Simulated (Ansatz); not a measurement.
# SnO2: the cost of one run

Program: Ansatz 0.2.0. Level of theory: DFT PBE, scalar-relativistic, plane waves, PAW. These are calculated values, not measurements.

## Step 1: The structure to begin with

It takes space group Pa-3 (No. 205, cubic). The conventional cell has a = 5.175 Å, b = 5.175 Å, c = 5.175 Å, α = 90.00°, β = 90.00°, γ = 90.00°. Sn (site symmetry -3) has 6 O at 2.11 Å as nearest neighbours. O (site symmetry 3) is surrounded by 3 Sn at 2.11 Å.

As a file:

```
CELL_PARAMETERS angstrom
-5.17526 5.17526 5.17526
5.17526 -5.17526 5.17526
5.17526 5.17526 -5.17526
ATOMIC_POSITIONS crystal
Sn 0.50000 0.25000 0.25000
Sn 0.00000 0.75000 0.25000
Sn 0.00000 0.25000 0.75000
Sn 0.50000 0.75000 0.75000
Sn 0.75000 0.25000 0.00000
Sn 0.25000 0.75000 0.00000
Sn 0.25000 0.25000 0.50000
Sn 0.75000 0.75000 0.50000
Sn 0.75000 0.00000 0.25000
Sn 0.25000 0.50000 0.25000
Sn 0.25000 0.00000 0.75000
Sn 0.75000 0.50000 0.75000
Sn 0.00000 0.00000 0.00000
Sn 0.50000 0.50000 0.00000
Sn 0.50000 0.00000 0.50000
Sn 0.00000 0.50000 0.50000
O 0.00000 0.08890 0.25000
O 0.50000 0.58890 0.25000
O 0.50000 0.08890 0.75000
O 0.00000 0.58890 0.75000
O 0.08890 0.25000 0.00000
O 0.58890 0.75000 0.00000
O 0.58890 0.25000 0.50000
O 0.08890 0.75000 0.50000
O 0.25000 0.00000 0.08890
O 0.75000 0.50000 0.08890
O 0.75000 0.00000 0.58890
O 0.25000 0.50000 0.58890
O 0.66110 0.16110 0.16110
O 0.16110 0.66110 0.16110
O 0.16110 0.16110 0.66110
O 0.66110 0.66110 0.66110
O 0.33890 0.33890 0.33890
O 0.83890 0.83890 0.33890
O 0.83890 0.33890 0.83890
O 0.33890 0.83890 0.83890
O 0.25000 0.00000 0.41110
O 0.75000 0.50000 0.41110
O 0.75000 0.00000 0.91110
O 0.25000 0.50000 0.91110
O 0.41110 0.25000 0.00000
O 0.91110 0.75000 0.00000
O 0.91110 0.25000 0.50000
O 0.41110 0.75000 0.50000
O 0.00000 0.41110 0.25000
O 0.50000 0.91110 0.25000
O 0.50000 0.41110 0.75000
O 0.00000 0.91110 0.75000
```

The runs take a perfect supercell of 48 atoms; the defect goes to fractional position (0.500, 0.250, 0.250).

## Step 2: The perfect supercell

The input, input.yaml:

```yaml
crystal:
  lattice:
    - [-5.175256, 5.175256, 5.175256]
    - [5.175256, -5.175256, 5.175256]
    - [5.175256, 5.175256, -5.175256]
  atoms:
    - { symbol: Sn, position: [0.5, 0.25, 0.25] }
    - { symbol: Sn, position: [0.0, 0.75, 0.25] }
    - { symbol: Sn, position: [0.0, 0.25, 0.75] }
    - { symbol: Sn, position: [0.5, 0.75, 0.75] }
    - { symbol: Sn, position: [0.75, 0.25, 0.0] }
    - { symbol: Sn, position: [0.25, 0.75, 0.0] }
    - { symbol: Sn, position: [0.25, 0.25, 0.5] }
    - { symbol: Sn, position: [0.75, 0.75, 0.5] }
    - { symbol: Sn, position: [0.75, 0.0, 0.25] }
    - { symbol: Sn, position: [0.25, 0.5, 0.25] }
    - { symbol: Sn, position: [0.25, 0.0, 0.75] }
    - { symbol: Sn, position: [0.75, 0.5, 0.75] }
    - { symbol: Sn, position: [0.0, 0.0, 0.0] }
    - { symbol: Sn, position: [0.5, 0.5, 0.0] }
    - { symbol: Sn, position: [0.5, 0.0, 0.5] }
    - { symbol: Sn, position: [0.0, 0.5, 0.5] }
    - { symbol: O, position: [0.0, 0.088902, 0.25] }
    - { symbol: O, position: [0.5, 0.588902, 0.25] }
    - { symbol: O, position: [0.5, 0.088902, 0.75] }
    - { symbol: O, position: [0.0, 0.588902, 0.75] }
    - { symbol: O, position: [0.088902, 0.25, 0.0] }
    - { symbol: O, position: [0.588902, 0.75, 0.0] }
    - { symbol: O, position: [0.588902, 0.25, 0.5] }
    - { symbol: O, position: [0.088902, 0.75, 0.5] }
    - { symbol: O, position: [0.25, 0.0, 0.088902] }
    - { symbol: O, position: [0.75, 0.5, 0.088902] }
    - { symbol: O, position: [0.75, 0.0, 0.588902] }
    - { symbol: O, position: [0.25, 0.5, 0.588902] }
    - { symbol: O, position: [0.661098, 0.161098, 0.161098] }
    - { symbol: O, position: [0.161098, 0.661098, 0.161098] }
    - { symbol: O, position: [0.161098, 0.161098, 0.661098] }
    - { symbol: O, position: [0.661098, 0.661098, 0.661098] }
    - { symbol: O, position: [0.338902, 0.338902, 0.338902] }
    - { symbol: O, position: [0.838902, 0.838902, 0.338902] }
    - { symbol: O, position: [0.838902, 0.338902, 0.838902] }
    - { symbol: O, position: [0.338902, 0.838902, 0.838902] }
    - { symbol: O, position: [0.25, 0.0, 0.411098] }
    - { symbol: O, position: [0.75, 0.5, 0.411098] }
    - { symbol: O, position: [0.75, 0.0, 0.911098] }
    - { symbol: O, position: [0.25, 0.5, 0.911098] }
    - { symbol: O, position: [0.411098, 0.25, 0.0] }
    - { symbol: O, position: [0.911098, 0.75, 0.0] }
    - { symbol: O, position: [0.911098, 0.25, 0.5] }
    - { symbol: O, position: [0.411098, 0.75, 0.5] }
    - { symbol: O, position: [0.0, 0.411098, 0.25] }
    - { symbol: O, position: [0.5, 0.911098, 0.25] }
    - { symbol: O, position: [0.5, 0.411098, 0.75] }
    - { symbol: O, position: [0.0, 0.911098, 0.75] }
basis:
  ecutwfc: 420
  fft_grid_basis: typed
kpoints:
  mp_grid: { grid: [2, 2, 2] }
hamiltonian:
  xc: pbe
  pseudopotentials: { kind: paw }
scf:
  occupations: { method: gaussian, width: 0.05 }
output:
  forces: true
  stress: false
  eigenvalues: true
  bader: false
  write_density: true
  volumetric_format: npy
```

Run with:

```bash
$ ansatz run input.yaml --threads 4 --pin off --max-ram 10240MiB --backend cpu --events-out ev --progress --plain --runs-dir out
```

Q: Estimate wall time and peak memory on 4 threads of Intel Xeon Platinum 8488C (Sapphire Rapids), shared host.

About 5 s, with a peak of 2.2 GiB.
